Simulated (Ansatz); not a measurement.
Pd: strain energy, fitted

Pd, P6_3/mmc, a = 2.780 Å, c = 9.179 Å. This isn't the element's structure at ambient conditions. Ansatz: PBE, PAW, 420 eV, Γ-centred 24×24×6 mesh on 4 atoms, Gaussian smearing 0.10 eV; no spin polarisation. Series: equal strain along all axes, cell held, atoms fixed by symmetry; x is the strain in per cent. y is the free energy over the unstrained cell, V0 = 15.355 Å³/atom.

| x (%) | y (meV/atom) |
| --- | --- |
| -6.0 | 342.82 |
| -4.0 | 138.54 |
| -2.0 | 31.51 |
| 0.0 | 0.00 |
| 2.0 | ? |
| 4.0 | 96.46 |
| 6.0 | 198.95 |

Fit y = c2 x² + c3 x³ to the other rows, turn c2 into a modulus, and predict the missing energy.

Least squares on the rows shown. y = 7.4933 x² − 0.33260 x³. In eV per unit strain² c2 is 74.93; the stiffness is B for this strain (E = 9/2 B V0 ε², shape held): 2 × 74.93 × 160.2 / (9 × 15.355) = 174 GPa. At x = 2.0 the fit asked for gives 27.31 meV/atom. The run gave 26.37 meV/atom, so the fit is 0.94 meV/atom too high, within the rms miss on the fitted rows (1.75 meV/atom).